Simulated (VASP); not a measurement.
CuI (Marshite), 2 atoms in the cell. It takes space group F-43m (No. 216, cubic). Conventional cell: a = 6.101 Å, b = 6.101 Å, c = 6.101 Å, α = 90.00°, β = 90.00°, γ = 90.00°. Cu (site symmetry -43m) is surrounded by 4 I at 2.64 Å. I (site symmetry -43m) has 4 Cu at 2.64 Å as nearest neighbours.  The cell isn't the ideal one: a relaxed cell with its volume scaled by 1.04.

| Property | Result |
| --- | --- |
| Program | VASP 6.6.1 |
| Task | relaxation of the atoms |
| Functional | r2SCAN |
| Potentials or basis | VASP PAW PBE potentials, release 64 (Cu, I) |
| Cutoff | 600 eV |
| k mesh | 8 × 8 × 8 |
| Occupations | gaussian, width 0.03 eV |
| Spin | no spin polarisation |
| Further INCAR settings | ALGO = Normal; EDIFF = 1e-07; IBRION = 2; EDIFFG = -0.01; NSW = 40 |

Potentials or basis: VASP PAW PBE potentials, release 64 (Cu, I).

Command:

```console
$ cat potpaw_PBE.64/Cu/POTCAR potpaw_PBE.64/I/POTCAR > POTCAR
$ mpirun -np 1 vasp_std > vasp.out
```

Hardware: 1 thread of Intel(R) Xeon(R) Platinum 8488C (Sapphire Rapids), on a shared host.

Q: How long does it take, and how much memory?

A: Run time: 100 s on 1 thread of Intel(R) Xeon(R) Platinum 8488C (Sapphire Rapids), with other jobs on the host, peak memory 0.22 GiB. Counts: scf iterations 17, k points 29, ion steps 1.
